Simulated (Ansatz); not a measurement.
Crystal: Fe.

```xyz
1
Lattice="-1.4430 1.4430 1.4430 1.4430 -1.4430 1.4430 1.4430 1.4430 -1.4430" Properties=species:S:1:pos:R:3 pbc="T T T"
Fe    0.0000    0.0000    0.0000
```

Base run:

- Program: Ansatz 0.2.0
- Functional: PBE
- Potentials or basis: all-electron LAPW, scalar-relativistic
- Cutoff: 303 eV (chosen from the basis error)
- Basis error allowed: 0.001 eV/atom
- k mesh: 13 × 13 × 13
- Occupations: gaussian, width 0.018 eV
- Spin: collinear spin, ferromagnetic start
- Starting moments: [3.0] μB

Its results: band gap on the k mesh none (metal or under the smearing width); pressure -9.8 GPa; net moment 2.24 μB per cell; site moments Fe +2.31 μB.

Q: After a change of settings the same cell gave: band gap on the k mesh none (metal or under the smearing width); pressure -3.6 GPa; net moment 2.29 μB per cell; site moments Fe +2.36 μB. Which change was it?
A. occupations from gaussian, width 0.018 eV to gaussian, width 0.05 eV
B. functional from PBE to RPBE; occupations from gaussian, width 0.018 eV to gaussian, width 0.1 eV
C. functional from PBE to PBEsol; occupations from gaussian, width 0.018 eV to fermi-dirac, width 0.05 eV

A: B.
